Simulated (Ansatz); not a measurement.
# CuO: the cost of one run

Method: DFT PBE, scalar-relativistic, plane waves, PAW, in Ansatz 0.2.0.

1 further run of the same task is left out (it didn't finish). Runs told in other sessions of the task aren't counted.

### 1 The structure to begin with

The structure is monoclinic, space group C2/c (No. 15). The conventional cell has a = 4.699 Å, b = 3.434 Å, c = 5.146 Å, α = 90.00°, β = 99.54°, γ = 90.00°. Around Cu (site symmetry -1) lie 4 O at 1.96 to 1.97 Å. O (site symmetry 2) is surrounded by 4 Cu at 1.96 to 1.97 Å.

Structure file:

```cif
data_structure
_symmetry_space_group_name_H-M 'C2/c'
_symmetry_Int_Tables_number 15
_cell_length_a 4.6993
_cell_length_b 3.4340
_cell_length_c 5.1458
_cell_angle_alpha 90.000
_cell_angle_beta 99.540
_cell_angle_gamma 90.000
_cell_volume 81.89
loop_
_atom_site_label
_atom_site_type_symbol
_atom_site_symmetry_multiplicity
_atom_site_Wyckoff_symbol
_atom_site_fract_x
_atom_site_fract_y
_atom_site_fract_z
_atom_site_occupancy
Cu1 Cu 4 c 0.25000 0.25000 0.00000 1
O1 O 4 e 0.50000 0.91840 0.25000 1
```

The moments start at Cu 1.00 μB.

### 2 Relaxing cell and atoms

Contents of input.yaml:

```yaml
crystal:
  lattice:
    - [2.3496302897, -1.7169854238, 0.0]
    - [2.3496302897, 1.7169854238, 0.0]
    - [-0.8528540407, 0.0, 5.0746736783]
  atoms:
    - { symbol: Cu, position: [0.0, 0.5, 0.0], spin: 1.0 }
    - { symbol: Cu, position: [0.5, 0.0, 0.5], spin: 1.0 }
    - { symbol: O, position: [0.5816, 0.4184, 0.25] }
    - { symbol: O, position: [0.4184, 0.5816, 0.75] }
basis:
  ecutwfc: 420
  ecutrho_ratio: 4
kpoints:
  mp_grid: { grid: [12, 12, 8] }
hamiltonian:
  xc: pbe
scf:
  occupations: { method: gaussian, width: 0.05 }
output:
  forces: true
  stress: true
  eigenvalues: true
  populations: true
magnetization:
  spin_polarized: true
relax:
  f_tol: 0.01
  max_steps: 60
  cell: { stress_tol: 0.04 }
```

Run with:

```console
ansatz run input.yaml --threads 4 --pin off --max-ram 7168MiB --backend cpu --events-out ev --progress --plain --runs-dir out
```

What time and memory should one allow on 4 threads of AMD EPYC 9R45 (Zen 5), shared host?

About 1.7 min, with a peak of 0.98 GiB.
